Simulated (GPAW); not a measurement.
A run of GPAW 26.7.0:

The input run.py:

```python
from ase import Atoms
from ase.dft.bandgap import bandgap
from ase.io import write
from ase.units import GPa
from ase.parallel import parprint
from gpaw import GPAW, PW, setup_paths

setup_paths.insert(0, '.')

atoms = Atoms(['Ni', 'Ni'],
              cell=[[2.4480228978, 0.0, 0.0],
                    [-1.2240114489, 2.1200500186, 0.0],
                    [0.0, 0.0, 4.07280757]],
              scaled_positions=[[0.67277, 0.335479, 0.755409],
                                [0.342177, 0.658358, 0.244472]],
              pbc=True)
atoms.set_initial_magnetic_moments([1.0, 1.0])

calc = GPAW(mode=PW(600),
            xc='PBEsol',
            kpts={'size': (12, 12, 7), 'gamma': True},
            occupations={'name': 'fermi-dirac', 'width': 0.05},
            nbands=29,
            convergence={'density': 1e-05, 'energy': 1e-05},
            maxiter=150,
            txt='gpaw.txt')
atoms.calc = calc
energy = atoms.get_potential_energy()
forces = atoms.get_forces()
stress = atoms.get_stress()
calc.write('gs.gpw')
write('result.traj', atoms)
parprint(f'Energy: {energy:.6f} eV')
parprint('Forces (eV/A):')
parprint(forces.round(4))
parprint('Stress (GPa):', (stress / GPa).round(3))
parprint('Moments:', calc.get_magnetic_moments().round(3))
parprint('Fermi level:', round(calc.get_fermi_level(), 4), 'eV')
parprint(f'Gap: {bandgap(calc)[0]:.4f} eV, direct: {bandgap(calc, direct=True)[0]:.4f} eV')
```

Potentials or basis: PAW data sets generated in the run's folder for this functional, pw.

Command:

```bash
$ gpaw-setup -f PBEsol Ni
$ OMP_NUM_THREADS=1 mpirun -n 4 gpaw python run.py
```

Hardware: 4 MPI ranks on Arm Neoverse V1 (shared host).

Question: Estimate the wall time of this run.

Answer: Run time: 2 min on 4 MPI ranks on Arm Neoverse V1, with other jobs on the host, peak memory 0.26 GiB a rank. Counts: scf iterations 13, plane waves 722, bands 29, k points 506.
